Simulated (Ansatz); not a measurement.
# GaN: random displacements

Theory: Ansatz 0.2.0, DFT PBE, scalar-relativistic, plane waves, PAW. The runs took a 420 eV cutoff, a Γ-centred 12×12×6 mesh and Gaussian smearing (0.05 eV). No spin polarisation. Energies are free energies at this smearing, counted from the undisturbed cell; pressure is positive in compression.

Reference structure (as given, not relaxed at this level):

```
CELL_PARAMETERS angstrom
3.18000 0.00000 0.00000
-1.59000 2.75396 0.00000
0.00000 0.00000 5.16600
ATOMIC_POSITIONS crystal
Ga 0.33333 0.66667 0.00000
Ga 0.66667 0.33333 0.50000
N 0.33333 0.66667 0.37500
N 0.66667 0.33333 0.87500
```

The atoms are displaced (Å, in the unstrained cell):

```
atom ux uy uz
 Ga1  -0.035   0.026   0.004
 Ga2   0.013  -0.059   0.002
  N3  -0.017   0.011  -0.003
  N4   0.039   0.022  -0.003
```

The cell is not strained.

(1) What are the energy change, the stress and the forces?

Answers

(1) ΔE = 18.9 meV/atom; stress (xx, yy, zz, yz, xz, xy; compression positive) (5.12, 9.28, 9.47, 1.84, 1.09, 3.17) GPa; gap on the mesh 1.88 eV.
```csv
atom,Fx (eV/Å),Fy,Fz
Ga1,0.89,0.01,-0.17
Ga2,-0.26,1.02,-0.08
N3,0.29,-0.89,0.13
N4,-0.93,-0.15,0.12
```

Cost: 1 run of about 0.27 core-minutes, on Intel Xeon 6975P-C (Granite Rapids) (shared hosts).